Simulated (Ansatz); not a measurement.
## Relaxation of VO₂

These are results of DFT PBE+U, scalar-relativistic, plane waves, PAW (Ansatz 0.2.0), not measurements. Settings: 420 eV cutoff, 6×6×10 k-mesh, Gaussian smearing of 0.02 eV, collinear spin, U_eff V 3.25 eV on d shells.

What was changed: relaxed at 12 GPa.

With moments and this functional the run may sit in a state above the lowest one.

Command:

```bash
ansatz run input.yaml --threads 1 --pin off --max-ram 2560MiB --backend cpu --events-out ev --progress --plain --runs-dir out
```

Input:

```yaml
crystal:
  lattice:
    - [4.4101101179, 0.0, 0.0]
    - [0.0, 4.4101101179, 0.0]
    - [0.0, 0.0, 2.9814721802]
  atoms:
    - { symbol: V, position: [0.0, 0.0, 0.0], spin: -0.94 }
    - { symbol: V, position: [0.5, 0.5, 0.5], spin: -0.94 }
    - { symbol: O, position: [0.2989439201, 0.2989439201, 0.0] }
    - { symbol: O, position: [0.7010560799, 0.7010560799, 0.0] }
    - { symbol: O, position: [0.7989439201, 0.2010560799, 0.5] }
    - { symbol: O, position: [0.2010560799, 0.7989439201, 0.5] }
basis:
  ecutwfc: 420
kpoints:
  mp_grid: { grid: [6, 6, 10] }
hamiltonian:
  xc: pbe
  hubbard: { sites: [{ species: V, l: d, u_eff: 3.25 }] }
scf:
  occupations: { method: gaussian, width: 0.02 }
output:
  forces: true
  stress: true
  eigenvalues: true
  populations: true
magnetization:
  spin_polarized: true
relax:
  adjacent_minimum: "off"
  f_tol: 0.008
  max_steps: 50
  cell: { stress_tol: 0.08, p_target: 12.0 }
```

F is the free energy. Steps run on the plane waves of an earlier cell, but the last one, and at times one on the way, on a freshly chosen basis, so a repeated geometry can differ a little in energy. The relaxation lowers the enthalpy F + PV at the target pressure, so F itself can rise.

Steps:

| step | F − F(1) (eV) | largest force component (eV/Å) | V (Å³/atom) | P (GPa) |
| --- | --- | --- | --- | --- |
| 1 | 0.0000 | 0.011 | 9.664 | 12.27 |
| 2 | -0.0024 | 0.015 | 9.670 | 12.09 |
| 3 | -0.0037 | 0.007 | 9.673 | 11.98 |
| 4 | -0.0041 | 0.007 | 9.673 | 11.99 |

Relaxed structure:

```yaml
crystal:
  lattice:
    - [4.40759, 0.00000, 0.00000]
    - [0.00000, 4.40759, 0.00000]
    - [0.00000, 0.00000, 2.98744]
  atoms:
    - { symbol: V, position: [0.00000, 0.00000, 0.00000] }
    - { symbol: V, position: [0.50000, 0.50000, 0.50000] }
    - { symbol: O, position: [0.29897, 0.29897, 0.00000] }
    - { symbol: O, position: [0.70103, 0.70103, 0.00000] }
    - { symbol: O, position: [0.79897, 0.20103, 0.50000] }
    - { symbol: O, position: [0.20103, 0.79897, 0.50000] }
```

Symmetry: P4_2/mnm, No. 136, tetragonal system. The conventional cell has a = 4.408 Å, b = 4.408 Å, c = 2.987 Å, α = 90.00°, β = 90.00°, γ = 90.00°. V (site symmetry mmm) is surrounded by 6 O at 1.86 to 1.95 Å. O (site symmetry m2m) has 3 V at 1.86 to 1.95 Å as nearest neighbours.

The run converged. The run took 51 s on 1 thread of Intel(R) Xeon(R) 6975P-C (Granite Rapids), on a shared host, peak memory 0.61 GiB.